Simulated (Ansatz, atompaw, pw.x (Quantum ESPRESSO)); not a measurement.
**What a changed setting does to a pw.x run (bcc Zr)**

Potential: PAW, atompaw 4.2.0.5, PBE; core [Ar] 3d10, reference 4s2 4p6 4d3 5s1 5p0; waves: 4s (bound): rc 2.25 bohr; 5s (bound): rc 2.65 bohr; 4p (bound): rc 1.70 bohr; 5p (bound, empty): rc 2.65 bohr; 4d (bound): rc 2.65 bohr; 4d channel at 0.3 Ry: rc 1.85 bohr; local part: ultrasoft scheme with l = 3 at 0.5 Ry, radius 2.65 bohr; core correction: smooth core density matched at 2.25 bohr; augmentation: sinc compensation charge, radius 2.40 bohr; PAW radius 2.65 bohr; waves and projectors: custom polynom gramschmidtortho.

The reference run (k-mesh 13³, cutoffs 50/500 Ry, Fermi–Dirac 0.01 Ry, mixing_beta 0.4, conv_thr 1e-9, no spin) gives -0.65 GPa at 23.074 Å³/atom, where all-electron LAPW gives -0.34 GPa. This run, with its own iteration cap, changes smearing to mv.

```
&control
  calculation='scf', prefix='x', pseudo_dir='./', outdir='./tmp', tstress=.true., disk_io='none'
/
&system
  ibrav=0, nat=1, ntyp=1, ecutwfc=50, ecutrho=500, nbnd=14,
  occupations='smearing', smearing='mv', degauss=0.01
/
&electrons
  conv_thr=1e-09, mixing_beta=0.4, electron_maxstep=50
/
ATOMIC_SPECIES
Zr 1.0 Zr.UPF
CELL_PARAMETERS angstrom
  -1.79344322 1.79344322 1.79344322
  1.79344322 -1.79344322 1.79344322
  1.79344322 1.79344322 -1.79344322
ATOMIC_POSITIONS crystal
Zr 0.0000 0.0000 0.0000
K_POINTS automatic
13 13 13 0 0 0
```

```bash
pw.x < Zr.scf.in > Zr.scf.out
```

**Question.** How does the run end?

**Answer.** It converges in 9 iterations; the free energy moves by +56.8 meV/atom and the pressure by -0.66 GPa. This scheme is built to cancel the term in the square of the width that Fermi–Dirac smearing leaves in the F of a metal.

```
Message from routine setup:
     using ibrav=0 with symmetry is DISCOURAGED, use correct ibrav instead
     lattice parameter (alat)  =       5.8701  a.u.
     unit-cell volume          =     155.7111 (a.u.)^3
     number of electrons       =        12.00
     number of Kohn-Sham states=           14
     kinetic-energy cutoff     =      50.0000  Ry
     charge density cutoff     =     500.0000  Ry
     scf convergence threshold =      1.0E-09
     Exchange-correlation= SLA PW PBX PBC
     number of k points=    84  Marzari-Vanderbilt smearing, width (Ry)=  0.0100
     iteration #  1     ecut=    50.00 Ry     beta= 0.40
     total energy              =    -307.20684566 Ry
     estimated scf accuracy    <       0.06188660 Ry
     iteration #  2     ecut=    50.00 Ry     beta= 0.40
     total energy              =    -307.20682158 Ry
     estimated scf accuracy    <       0.01031274 Ry
     iteration #  3     ecut=    50.00 Ry     beta= 0.40
     total energy              =    -307.20840976 Ry
     estimated scf accuracy    <       0.00037801 Ry
     [... 3 iterations left out ...]
     iteration #  7     ecut=    50.00 Ry     beta= 0.40
     total energy              =    -307.20854432 Ry
     estimated scf accuracy    <          2.7E-09 Ry
     iteration #  8     ecut=    50.00 Ry     beta= 0.40
     total energy              =    -307.20854432 Ry
     estimated scf accuracy    <          5.0E-09 Ry
     iteration #  9     ecut=    50.00 Ry     beta= 0.40
     the Fermi energy is    13.6878 ev
!    total energy              =    -307.20854432 Ry
     estimated scf accuracy    <          2.8E-10 Ry
     smearing contrib. (-TS)   =      -0.00021845 Ry
     The total energy is F=E-TS. E is the sum of the following terms:
     one-electron contribution =     -15.23498006 Ry
     hartree contribution      =      15.13205460 Ry
     xc contribution           =     -11.94236859 Ry
     ewald contribution        =     -77.31360309 Ry
     one-center paw contrib.   =    -217.84942872 Ry
     convergence has been achieved in   9 iterations
          total   stress  (Ry/bohr**3)                   (kbar)     P=      -13.09
     Message from routine punch:
     Nothing written, as per user request (disk_io='none')
```

The run took about 16 s on one core of a shared host (AMD EPYC 9R45 96-Core Processor, 96 threads, 376 GiB, load 56).
